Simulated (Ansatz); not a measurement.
Rh under changes of volume

One of the cells (14.302 Å³/atom); the others are scaled copies at fixed shape and fractional positions:

```
CELL_PARAMETERS angstrom
2.73098 0.00000 0.00000
-1.36549 2.36510 0.00000
0.00000 0.00000 4.42849
ATOMIC_POSITIONS crystal
Rh 0.33333 0.66667 0.25000
Rh 0.66667 0.33333 0.75000
```

This isn't the form of Rh at room conditions, which is fcc.

* Program: Ansatz 0.2.0
* Functional: LDA
* Potentials or basis: Ansatz PAW
* Cutoff: 420 eV (not typed: the program's choice for these potentials)
* k mesh: 11 × 11 × 6
* Occupations: fermi-dirac, width 0.05 eV
* Spin: no spin polarisation

```csv
volume (Å³/atom),energy over the lowest point (meV/atom),pressure (GPa)
13.444,0.00,-3.9
13.730,12.51,-9.7
14.016,34.86,-14.9
14.302,?,?
14.588,104.27,-23.3
14.874,149.31,-26.7
15.160,200.04,-29.7
```

Task: What does the run at 14.302 Å³/atom give?

Result: Energy over the lowest point 65.81 meV/atom; pressure -19.4 GPa.

Worked out: A Birch-Murnaghan fit of order 3 (a polynomial in V^(-2/3)) to the other rows has its minimum at 13.27 Å³/atom, just outside them, with B0 = V·E''(V) = 317 GPa and B' = 5.2 at fixed shape and positions, which overstates the stiffness. It gives 65.81 meV/atom at 14.302 Å³/atom, against the run's 65.81, and -dE/dV = -19.5 GPa, against -19.4.

Energies are extrapolated to zero smearing.

Caveats: the PAW data sets come from PBE, with cores solved anew for the run's functional, which leaves a small shift of forces and pressure.
